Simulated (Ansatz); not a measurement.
# W on Al(110), quarter in the top layer, both faces: core shifts and d bands, part 2 of 4

Aim: core-level shifts, shell centres and work function of W on Al(110), quarter in the top layer, both faces. Spin–orbit coupling is left out of the bands throughout.

Ansatz 0.2.0; DFT, PBE, plane-wave PAW, default files, scalar-relativistic.

So far, work function, upper face (eV): step 2 (the clean face) 3.90.

**3. Relaxing the atoms**

System of this step: Al11W. The cell holds 24 atoms: 2 W and 22 Al. Cell: a = 8.080 Å, b = 5.713 Å, c = 21.142 Å, α = 90.0°, β = 90.0°, γ = 90.0°. It derives from Al. How the cell was made: overlayer; added: W; how: quarter in the top layer, both faces. Regions: L1, 4 atoms (3 Al and 1 W); L2, 4 atoms (4 Al); L3, 4 atoms (4 Al); mid, 4 atoms (4 Al); rest, 8 atoms (7 Al and 1 W). Vacuum lies along c.

Levels and vacuum steps follow bond lengths, so the atoms are relaxed first. 8 atoms are held to stand for the bulk.

The input, input.yaml:

```yaml
crystal:
  lattice:
    - [8.08, 0.0, 0.0]
    - [0.0, 5.713422792, 0.0]
    - [0.0, 0.0, 21.14177849]
  atoms:
    - { symbol: W, position: [0.0, 0.0, 0.668902027] }
    - { symbol: Al, position: [0.5, 0.0, 0.668902027] }
    - { symbol: Al, position: [0.0, 0.5, 0.668902027] }
    - { symbol: Al, position: [0.5, 0.5, 0.668902027] }
    - { symbol: Al, position: [0.25, 0.25, 0.601341216] }
    - { symbol: Al, position: [0.75, 0.25, 0.601341216] }
    - { symbol: Al, position: [0.25, 0.75, 0.601341216] }
    - { symbol: Al, position: [0.75, 0.75, 0.601341216] }
    - { symbol: Al, position: [0.0, 0.0, 0.533780405] }
    - { symbol: Al, position: [0.5, 0.0, 0.533780405] }
    - { symbol: Al, position: [0.0, 0.5, 0.533780405] }
    - { symbol: Al, position: [0.5, 0.5, 0.533780405] }
    - { symbol: Al, position: [0.25, 0.25, 0.466219595] }
    - { symbol: Al, position: [0.75, 0.25, 0.466219595] }
    - { symbol: Al, position: [0.25, 0.75, 0.466219595] }
    - { symbol: Al, position: [0.75, 0.75, 0.466219595] }
    - { symbol: Al, position: [0.0, 0.0, 0.398658784] }
    - { symbol: Al, position: [0.5, 0.0, 0.398658784] }
    - { symbol: Al, position: [0.0, 0.5, 0.398658784] }
    - { symbol: Al, position: [0.5, 0.5, 0.398658784] }
    - { symbol: W, position: [0.25, 0.25, 0.331097973] }
    - { symbol: Al, position: [0.75, 0.25, 0.331097973] }
    - { symbol: Al, position: [0.25, 0.75, 0.331097973] }
    - { symbol: Al, position: [0.75, 0.75, 0.331097973] }
kpoints:
  mp_grid: { grid: [4, 6, 1] }
scf:
  occupations: { method: fermi_dirac, width: 0.05 }
  n_extra_bands: 18
hamiltonian:
  xc: pbe
  pseudopotentials: { kind: paw }
output:
  forces: true
  write_potential: true
  volumetric_format: []
relax:
  f_tol: 0.03
  max_steps: 45
  constraints: [{ sites: [8, 9, 10, 11, 12, 13, 14, 15] }]
```

On the command line:

```sh
$ ansatz run input.yaml --threads 4 --pin off --max-ram 12288MiB --backend cpu --events-out ev --progress --plain --runs-dir out
```

Numbers of over 12 decimals in the logs are rounded to 6 here.

The program printed:

```text
[...]
Crystal: 24 atoms, lattice volume = 975.999 Å³
Basis set: ecut = 420 eV, 19159 PW (Γ), exchange–correlation on 120×80×288 points (8 copies of the dense FFT grid, shifted against one another)
Bands: 65, of which v1, the nominal top of the filled ones, is band 47 counted from 1 (46 counted from 0)
Symmetry: 2 space group operations
[...]
k-points: 14 of 24
[...]
SCF iter   1: F=—  HF=-32584.359449 eV  |F-HF|=—  |Δ(HF+E_count)|=         —  Δρ=3.93e-3  dr2=7.84e-1  ethr=1.77e-3  ⟨swp⟩=9.3  Hψ=5363  notcnv=0  defer=3
[...]
SCF iter   6: F=-32584.305134 eV  HF=-32584.305134 eV  |F-HF|=3.35e-7  |Δ(HF+E_count)|=   6.51e-6  Δρ=1.18e-5  dr2=2.51e-6  ethr=2.39e-8  ⟨swp⟩=14.3  Hψ=8589  notcnv=0
SCF 1 converged in 6 iterations: F = -32584.305134 eV  dr2 = 2.51e-6
[...]
relax step   1: F+E_penalty+E_count = -32584.30513372 eV  Δ(F+E_penalty+E_count) = +0.000e0 eV  max|allowed force component| = 3.552e0 eV/Å  Δτ_max = 0.0000 Å  (6 SCF iters, dr2 threshold 2.25e-5 eV, accepted)
[...]
SCF iter   1: F=—  HF=-32585.869058 eV  |F-HF|=—  |Δ(HF+E_count)|=         —  Δρ=5.35e-3  dr2=7.82e-1  ethr=7.65e-4  ⟨swp⟩=1.9  Hψ=3405  notcnv=0  defer=39
eigensolver tolerance schedule calibrated: the retry pair's looser diagonalisation under-reported the residual by θ = 0.08 (0.13/decade); ethr = c·dr2/N_el runs at the constant in force after the calibration composes with the one it found (an armed cap, an earlier calibration), c = 5.8e-2
[...]
SCF iter   2: F=—  HF=-32585.800494 eV  |F-HF|=—  |Δ(HF+E_count)|=   6.86e-2  Δρ=2.90e-3  dr2=3.55e-1  ethr=4.79e-4  ⟨swp⟩=3.1  Hψ=1973  notcnv=0  defer=40
[...]
SCF iter   6: F=-32585.746447 eV  HF=-32585.746448 eV  |F-HF|=5.37e-7  |Δ(HF+E_count)|=   2.37e-5  Δρ=1.79e-5  dr2=4.64e-6  ethr=4.90e-8  ⟨swp⟩=14.6  Hψ=9665  notcnv=0
SCF 2 converged in 6 iterations: F = -32585.746447 eV  dr2 = 4.64e-6
relax step   2: F+E_penalty+E_count = -32585.74644718 eV  Δ(F+E_penalty+E_count) = -1.441e0 eV  max|allowed force component| = 2.085e0 eV/Å  Δτ_max = 0.1996 Å  (6 SCF iters, dr2 threshold 1.00e-4 eV, accepted)
[...]
SCF iter   6: F=-32586.208086 eV  HF=-32586.208087 eV  |F-HF|=4.14e-7  |Δ(HF+E_count)|=   2.96e-5  Δρ=1.45e-5  dr2=5.17e-6  ethr=8.20e-8  ⟨swp⟩=14.8  Hψ=9652  notcnv=0
SCF 3 converged in 6 iterations: F = -32586.208086 eV  dr2 = 5.17e-6
relax step   3: F+E_penalty+E_count = -32586.20808613 eV  Δ(F+E_penalty+E_count) = -4.616e-1 eV  max|allowed force component| = 5.327e-1 eV/Å  Δτ_max = 0.1975 Å  (6 SCF iters, dr2 threshold 1.00e-4 eV, accepted)
[...]
relax step   4: F+E_penalty+E_count = -32586.23903724 eV  Δ(F+E_penalty+E_count) = -3.095e-2 eV  max|allowed force component| = 7.125e-2 eV/Å  Δτ_max = 0.0357 Å  (5 SCF iters, dr2 threshold 1.85e-5 eV, accepted)
SCF iter   1: F=—  HF=-32586.242742 eV  |F-HF|=—  |Δ(HF+E_count)|=         —  Δρ=5.79e-4  dr2=1.01e-2  ethr=1.55e-4  ⟨swp⟩=3.1  Hψ=2001  notcnv=0  defer=40
[...]
SCF iter   6: F=-32586.241952 eV  HF=-32586.241952 eV  |F-HF|=9.46e-9  |Δ(HF+E_count)|=   5.82e-7  Δρ=1.68e-6  dr2=5.81e-8  ethr=1.06e-10  ⟨swp⟩=12.9  Hψ=7531  notcnv=0
SCF 5 converged in 6 iterations: F = -32586.241952 eV  dr2 = 5.81e-8
relax step   5: F+E_penalty+E_count = -32586.24195152 eV  Δ(F+E_penalty+E_count) = -2.914e-3 eV  max|allowed force component| = 2.143e-2 eV/Å  Δτ_max = 0.0194 Å  (6 SCF iters, accepted)
NSCF: frozen V_eff on 14 k-points
[...]
SCF converged after 6 iterations
Free energy (F): -32586.241952 eV
[...]
Internal energy: -32586.141608 eV  (E = F + TS)
E sigma→0 (E₀):  -32586.191780 eV
Entropy (-TS):   -0.100343 eV (-4.181 meV/atom)
Fermi energy:    1.298616 eV
[...]
--- Forces (eV/Å), atoms counted from 1 ---
  atom   1  W     -0.01214263    -0.02131124    -0.02142586
  atom   2  Al     0.00513475    -0.00059513    -0.00035299
  atom   3  Al    -0.00142280    -0.00265566     0.00129508
  atom   4  Al    -0.00027319    -0.00248801    -0.00075889
  atom   5  Al     0.00005680    -0.00522187     0.00593164
  atom   6  Al     0.00336948     0.00289040    -0.00861984
  atom   7  Al     0.00265096     0.00349796     0.00931387
  atom   8  Al     0.00439398    -0.00394437     0.00054564
  atom   9  Al     0.09358065     0.06263123    -0.68729795
  atom  10  Al    -0.04365912     0.02848427    -0.05623474
  atom  11  Al    -0.04265148    -0.06117341    -0.23561985
  atom  12  Al    -0.07562768    -0.02012125    -0.14033276
  atom  13  Al    -0.09358065    -0.06263123     0.68729795
  atom  14  Al     0.04365912    -0.02848427     0.05623474
  atom  15  Al     0.04265148     0.06117341     0.23561985
  atom  16  Al     0.07562768     0.02012125     0.14033276
  atom  17  Al    -0.00005680     0.00522187    -0.00593164
  atom  18  Al    -0.00336948    -0.00289040     0.00861984
  atom  19  Al    -0.00265096    -0.00349796    -0.00931387
  atom  20  Al    -0.00439398     0.00394437    -0.00054564
  atom  21  W      0.01214263     0.02131124     0.02142586
  atom  22  Al    -0.00513475     0.00059513     0.00035299
  atom  23  Al     0.00142280     0.00265566    -0.00129508
  atom  24  Al     0.00027319     0.00248801     0.00075889
  max |Σ_I F_I| component: 1.70e-16 eV/Å
--- Band table (eV; the first three rows and the last of 14) ---
  k-point 0: bands = [... 43 lower, 0.7352, 0.7909, 0.8785, 0.9896, 1.0876, 1.5528, 1.5926, 1.8028, ... 14 higher]
  k-point 1: bands = [... 43 lower, 0.6176, 0.7101, 0.9521, 1.0603, 1.2091, 1.3172, 1.6422, 1.8832, ... 14 higher]
  k-point 2: bands = [... 43 lower, 0.6868, 0.7210, 1.1566, 1.2824, 1.4434, 1.7393, 1.8606, 1.9633, ... 14 higher]
  k-point 13: bands = [... 43 lower, 1.0380, 1.2070, 1.4612, 1.5148, 1.6037, 1.6164, 1.6409, 1.6838, ... 14 higher]
--- Relaxed structure (5 steps of the walk, 5 accepted, 0 SCFs on fresh bases) ---
  F+E_penalty+E_count = -32586.24195152 eV   max|allowed force component| = 2.143e-2 eV/Å
  atoms:
    - { symbol: W, position: [-0.00190318, -0.00428984, 0.652151] }
    - { symbol: Al, position: [0.502704, 0.000960122, 0.664756] }
    - { symbol: Al, position: [-0.00104685, 0.494810, 0.670561] }
    - { symbol: Al, position: [0.500286, 0.494548, 0.662571] }
    - { symbol: Al, position: [0.242293, 0.244761, 0.604463] }
    - { symbol: Al, position: [0.756009, 0.246890, 0.603714] }
    - { symbol: Al, position: [0.246081, 0.748986, 0.607046] }
    - { symbol: Al, position: [0.756264, 0.747596, 0.604050] }
    - { symbol: Al, position: [0.0, 0.0, 0.533780] }
    - { symbol: Al, position: [0.5, 0.0, 0.533780] }
    - { symbol: Al, position: [0.0, 0.5, 0.533780] }
    - { symbol: Al, position: [0.5, 0.5, 0.533780] }
    - { symbol: Al, position: [0.25, 0.25, 0.466219595] }
    - { symbol: Al, position: [0.75, 0.25, 0.466219595] }
    - { symbol: Al, position: [0.25, 0.750000, 0.466219595] }
    - { symbol: Al, position: [0.75, 0.750000, 0.466219595] }
    - { symbol: Al, position: [0.00770715, 0.00523882, 0.395537] }
    - { symbol: Al, position: [0.493991, 0.00310984, 0.396286] }
    - { symbol: Al, position: [0.00391876, 0.501014, 0.392954] }
    - { symbol: Al, position: [0.493736, 0.502404, 0.395950] }
    - { symbol: W, position: [0.251903, 0.254290, 0.347849] }
    - { symbol: Al, position: [0.747296, 0.249040, 0.335244] }
    - { symbol: Al, position: [0.251047, 0.755190, 0.329439] }
    - { symbol: Al, position: [0.749714, 0.755452, 0.337429] }
```

The job ended after 30 s (4 threads of AMD EPYC 9R45, shared host; peak memory 2.4 GiB).

The steps of the relaxation:

```csv
step,energy less that of the first step (eV),largest force component (eV/Å)
1,0.0000,3.5524
2,-1.4413,2.0851
3,-1.9030,0.5327
4,-1.9339,0.0713
5,-1.9368,0.0214
```

Forces are held to the 2 operations that the run works with; a distortion that breaks them can't arise in this run.

The atoms that moved most (Å):

```csv
atom,dx,dy,dz,length
W21,0.015,0.025,0.354,0.355
W1,-0.015,-0.025,-0.354,0.355
Al24,-0.002,0.031,0.134,0.137
Al4,0.002,-0.031,-0.134,0.137
Al7,-0.032,-0.006,0.121,0.125
Al19,0.032,0.006,-0.121,0.125
Al5,-0.062,-0.030,0.066,0.096
Al17,0.062,0.030,-0.066,0.096
```

This step gave:

```yaml
free_energy: -32586.2420 eV
energy_at_zero_smearing: -32586.1918 eV
smearing_term_ts: 0.1003 eV
fermi_energy: 1.299 eV
symmetry_operations: 2
work_function_upper_face: 4.026 eV
work_function_lower_face: 4.026 eV
```

The relaxation ends 81 meV an atom lower, with a largest force component of 0.021 eV/Å on the free atoms. For the work function, upper face, step 2 gave 3.90 eV; this run, with 24 atoms, gives 4.03 eV (+3 %).

**4. Layer-resolved bands, DOS and potential**

The main run: bands along the zone's path, each state's share in the top and middle regions, the DOS and the planar potential. The cell holds 4 small cells, so the bands are unfolded.

The input, input.yaml:

```yaml
crystal:
  lattice:
    - [8.08, 0.0, 0.0]
    - [0.0, 5.713422792, 0.0]
    - [0.0, 0.0, 21.14177849]
  atoms:
    - { symbol: W, position: [-0.0019031759, -0.0042898442, 0.652151352] }
    - { symbol: Al, position: [0.5027042706, 0.0009601219, 0.664756395] }
    - { symbol: Al, position: [-0.0010468475, 0.4948104343, 0.6705606161] }
    - { symbol: Al, position: [0.5002860684, 0.4945484222, 0.6625714015] }
    - { symbol: Al, position: [0.2422928451, 0.2447611786, 0.6044627633] }
    - { symbol: Al, position: [0.7560094994, 0.2468901583, 0.6037137917] }
    - { symbol: Al, position: [0.2460812443, 0.7489861468, 0.6070461479] }
    - { symbol: Al, position: [0.7562643548, 0.7475963075, 0.6040497768] }
    - { symbol: Al, position: [0.0, 0.0, 0.533780405] }
    - { symbol: Al, position: [0.5, 0.0, 0.533780405] }
    - { symbol: Al, position: [0.0, 0.5, 0.533780405] }
    - { symbol: Al, position: [0.5, 0.5, 0.533780405] }
    - { symbol: Al, position: [0.25, 0.25, 0.466219595] }
    - { symbol: Al, position: [0.75, 0.25, 0.466219595] }
    - { symbol: Al, position: [0.25, 0.75, 0.466219595] }
    - { symbol: Al, position: [0.75, 0.75, 0.466219595] }
    - { symbol: Al, position: [0.0077071549, 0.0052388214, 0.3955372367] }
    - { symbol: Al, position: [0.4939905006, 0.0031098417, 0.3962862083] }
    - { symbol: Al, position: [0.0039187557, 0.5010138532, 0.3929538521] }
    - { symbol: Al, position: [0.4937356452, 0.5024036925, 0.3959502232] }
    - { symbol: W, position: [0.2519031759, 0.2542898442, 0.347848648] }
    - { symbol: Al, position: [0.7472957294, 0.2490398781, 0.335243605] }
    - { symbol: Al, position: [0.2510468475, 0.7551895657, 0.3294393839] }
    - { symbol: Al, position: [0.7497139316, 0.7554515778, 0.3374285985] }
kpoints:
  mp_grid: { grid: [6, 8, 1] }
scf:
  occupations: { method: fermi_dirac, width: 0.05 }
  n_extra_bands: 26
hamiltonian:
  xc: pbe
  pseudopotentials: { kind: paw }
output:
  forces: true
  write_potential: true
  volumetric_format: []
  efg: { contact_densities: true }
  dos:
    projected:
      site_lists:
        layer_1: [3, 2, 1, 0]
        layer_2: [7, 6, 5, 4]
        layer_3: [8, 9, 10, 11]
        middle: [12, 13, 14, 15]
        other_layers: [16, 17, 18, 19, 20, 21, 22, 23]
    de: 0.05
    e_range: [-30, 12]
    method: { smearing: { sigma: 0.15, scheme: gaussian } }
  eigenstates:
    kpoints:
      - [0.0, 0.0, 0.0]
      - [-0.125, 0.0, 0.0]
      - [-0.25, 0.0, 0.0]
      - [-0.375, 0.0, 0.0]
      - [0.5, 0.0, 0.0]
      - [0.375, 0.0, 0.0]
      # [... 9 more points ...]
      - [0.0, -0.2, 0.0]
      - [0.0, -0.1, 0.0]
    e_range: [-8.0, 4.0]
    unfold:
      supercell_matrix: [[2, 0, 0], [0, 2, 0], [0, 0, 1]]
      layers:
        axis: 3
        edges: [0.155167, 0.431252, 0.431352, 0.568814, 0.568914, 0.859758]
```

The program printed:

```text
[...]
W: output.efg is read without spin–orbit coupling, which moves field gradients at and beside such atoms by some per cent and up to a factor of two; PAW files take it under magnetization.noncollinear and magnetization.spin_orbit
[...]
Crystal: 24 atoms, lattice volume = 975.999 Å³
Basis set: ecut = 420 eV, 19159 PW (Γ), exchange–correlation on 120×80×288 points (8 copies of the dense FFT grid, shifted against one another)
Bands: 73, of which v1, the nominal top of the filled ones, is band 47 counted from 1 (46 counted from 0)
Symmetry: 2 space group operations
[...]
k-points: 26 of 48
[...]
SCF iter   1: F=—  HF=-32586.249718 eV  |F-HF|=—  |Δ(HF+E_count)|=         —  Δρ=2.96e-3  dr2=3.42e-1  ethr=1.77e-3  ⟨swp⟩=8.7  Hψ=10480  notcnv=0  defer=129
[...]
SCF iter   7: F=-32586.219338 eV  HF=-32586.219338 eV  |F-HF|=3.46e-8  |Δ(HF+E_count)|=   5.83e-7  Δρ=1.96e-6  dr2=9.61e-8  ethr=1.06e-10  ⟨swp⟩=30.9  Hψ=20863  notcnv=0
SCF 1 converged in 7 iterations: F = -32586.219338 eV  dr2 = 9.61e-8
[...]
SCF converged after 7 iterations
Free energy (F): -32586.219338 eV
[...]
Internal energy: -32586.124505 eV  (E = F + TS)
E sigma→0 (E₀):  -32586.171922 eV
Entropy (-TS):   -0.094832 eV (-3.951 meV/atom)
Fermi energy:    1.310061 eV
[...]
--- Forces (eV/Å), atoms counted from 1 ---
  atom   1  W     -0.02075284    -0.01282948     0.03286371
  atom   2  Al     0.00002821     0.00369912     0.04185569
  atom   3  Al    -0.00544379    -0.00839002     0.02012178
  atom   4  Al    -0.00989201    -0.01317790     0.02690446
  atom   5  Al     0.01695438    -0.01523606     0.00067656
  atom   6  Al     0.00905021    -0.00486415    -0.01775611
  atom   7  Al     0.01442966     0.01376709     0.02580028
  atom   8  Al     0.00393200     0.00166260    -0.01563943
  atom   9  Al     0.06074454     0.04646858    -0.67173521
  atom  10  Al    -0.05355290     0.02567018    -0.06622417
  atom  11  Al    -0.06656541    -0.05053087    -0.24114363
  atom  12  Al    -0.09188570    -0.01760193    -0.14754852
  atom  13  Al    -0.06074454    -0.04646858     0.67173521
  atom  14  Al     0.05355290    -0.02567018     0.06622417
  atom  15  Al     0.06656541     0.05053087     0.24114363
  atom  16  Al     0.09188570     0.01760193     0.14754852
  atom  17  Al    -0.01695438     0.01523606    -0.00067656
  atom  18  Al    -0.00905021     0.00486415     0.01775611
  atom  19  Al    -0.01442966    -0.01376709    -0.02580028
  atom  20  Al    -0.00393200    -0.00166260     0.01563943
  atom  21  W      0.02075284     0.01282948    -0.03286371
  atom  22  Al    -0.00002821    -0.00369912    -0.04185569
  atom  23  Al     0.00544379     0.00839002    -0.02012178
  atom  24  Al     0.00989201     0.01317790    -0.02690446
  max |Σ_I F_I| component: 8.67e-17 eV/Å
[...]
atom   1  W  V_zz =   +25.045337   η = 0.5669   by run symmetry: allowed
            electrostatic potential = -14794.925149 V   contact ρ = 8822047.139740 e/Å³
  atom   2  Al V_zz =    -1.886752   η = 0.5688   by run symmetry: allowed
            electrostatic potential = -1221.740746 V   contact ρ = 10090.059594 e/Å³
  atom   3  Al V_zz =    -5.171361   η = 0.2311   by run symmetry: allowed
            electrostatic potential = -1222.104630 V   contact ρ = 10089.168965 e/Å³
  atom   4  Al V_zz =    +1.723963   η = 0.5914   by run symmetry: allowed
            electrostatic potential = -1221.852672 V   contact ρ = 10089.651572 e/Å³
  atom   5  Al V_zz =    -2.571768   η = 0.5143   by run symmetry: allowed
            electrostatic potential = -1222.044719 V   contact ρ = 10086.798345 e/Å³
  atom   6  Al V_zz =    -2.214248   η = 0.3857   by run symmetry: allowed
            electrostatic potential = -1222.151955 V   contact ρ = 10086.446380 e/Å³
  atom   7  Al V_zz =    -2.642685   η = 0.4535   by run symmetry: allowed
            electrostatic potential = -1222.135856 V   contact ρ = 10086.876933 e/Å³
  atom   8  Al V_zz =    -2.478782   η = 0.4728   by run symmetry: allowed
            electrostatic potential = -1222.039739 V   contact ρ = 10086.514735 e/Å³
  atom   9  Al V_zz =    -3.706455   η = 0.1493   by run symmetry: allowed
            electrostatic potential = -1222.447152 V   contact ρ = 10086.193253 e/Å³
  atom  10  Al V_zz =    -1.060720   η = 0.5027   by run symmetry: allowed
            electrostatic potential = -1221.926644 V   contact ρ = 10086.432559 e/Å³
  atom  11  Al V_zz =    -0.869968   η = 0.4849   by run symmetry: allowed
            electrostatic potential = -1221.898254 V   contact ρ = 10087.308250 e/Å³
  atom  12  Al V_zz =    -1.058051   η = 0.4775   by run symmetry: allowed
            electrostatic potential = -1221.831587 V   contact ρ = 10087.066697 e/Å³
  atom  13  Al V_zz =    -3.706455   η = 0.1493   by run symmetry: allowed
            electrostatic potential = -1222.447152 V   contact ρ = 10086.193253 e/Å³
  atom  14  Al V_zz =    -1.060720   η = 0.5027   by run symmetry: allowed
            electrostatic potential = -1221.926644 V   contact ρ = 10086.432559 e/Å³
  atom  15  Al V_zz =    -0.869968   η = 0.4849   by run symmetry: allowed
            electrostatic potential = -1221.898254 V   contact ρ = 10087.308250 e/Å³
  atom  16  Al V_zz =    -1.058051   η = 0.4775   by run symmetry: allowed
            electrostatic potential = -1221.831587 V   contact ρ = 10087.066697 e/Å³
  atom  17  Al V_zz =    -2.571768   η = 0.5143   by run symmetry: allowed
            electrostatic potential = -1222.044719 V   contact ρ = 10086.798345 e/Å³
  atom  18  Al V_zz =    -2.214248   η = 0.3857   by run symmetry: allowed
            electrostatic potential = -1222.151955 V   contact ρ = 10086.446380 e/Å³
  atom  19  Al V_zz =    -2.642685   η = 0.4535   by run symmetry: allowed
            electrostatic potential = -1222.135856 V   contact ρ = 10086.876933 e/Å³
  atom  20  Al V_zz =    -2.478782   η = 0.4728   by run symmetry: allowed
            electrostatic potential = -1222.039739 V   contact ρ = 10086.514735 e/Å³
  atom  21  W  V_zz =   +25.045337   η = 0.5669   by run symmetry: allowed
            electrostatic potential = -14794.925149 V   contact ρ = 8822047.139740 e/Å³
  atom  22  Al V_zz =    -1.886752   η = 0.5688   by run symmetry: allowed
            electrostatic potential = -1221.740746 V   contact ρ = 10090.059594 e/Å³
  atom  23  Al V_zz =    -5.171361   η = 0.2311   by run symmetry: allowed
            electrostatic potential = -1222.104630 V   contact ρ = 10089.168965 e/Å³
  atom  24  Al V_zz =    +1.723963   η = 0.5914   by run symmetry: allowed
            electrostatic potential = -1221.852672 V   contact ρ = 10089.651572 e/Å³
--- Band table (eV; the first three rows and the last of 26) ---
  k-point 0: bands = [... 43 lower, 0.7286, 0.7834, 0.8747, 0.9862, 1.0861, 1.5538, 1.5931, 1.7960, ... 22 higher]
  k-point 1: bands = [... 43 lower, 0.6361, 0.7095, 0.8665, 1.0594, 1.2144, 1.2525, 1.7147, 1.8843, ... 22 higher]
  k-point 2: bands = [... 43 lower, 0.4922, 0.8912, 0.9366, 1.0111, 1.3523, 1.4162, 1.7585, 1.9181, ... 22 higher]
  k-point 25: bands = [... 43 lower, 1.0314, 1.2016, 1.4575, 1.5092, 1.6006, 1.6122, 1.6385, 1.6821, ... 22 higher]
```

Run time: 25 s. Hardware: 4 threads; peak memory 3 GiB; 97 s of CPU time.

Reading the cycles: dr2 is the Hartree energy of the density residual (eV), the measure of convergence; HF is the Harris–Foulkes estimate of the energy, which meets the free energy F at convergence.

This step gave:

```
free energy                                    : -32586.2193 eV
energy at zero smearing                        : -32586.1719 eV
smearing term TS                               : 0.09483 eV
Fermi energy                                   : 1.310 eV
share of occupied states in no projected shell : 0.0141 of the occupied states in the window
DOS at the Fermi level                         : 11.59 states/eV/cell
work function, upper face                      : 4.017 eV
work function, lower face                      : 4.017 eV
```

[end of part 2 of 4]

[Logs are printed without paths, hosts, clocks, repeated set-up lines and the standing remarks that a program may print on its own settings, such as how far it seeks lower states.]

[Hosts, paths, dates, database ids (printed as entryN), source tags and the programs' standing remarks are cut or masked in the printed files.]

[Maps of the electrostatic potential energy from Ansatz leave out the sawtooth potential of an applied field or a dipole correction, so their vacuum need not be flat; work functions include it.]
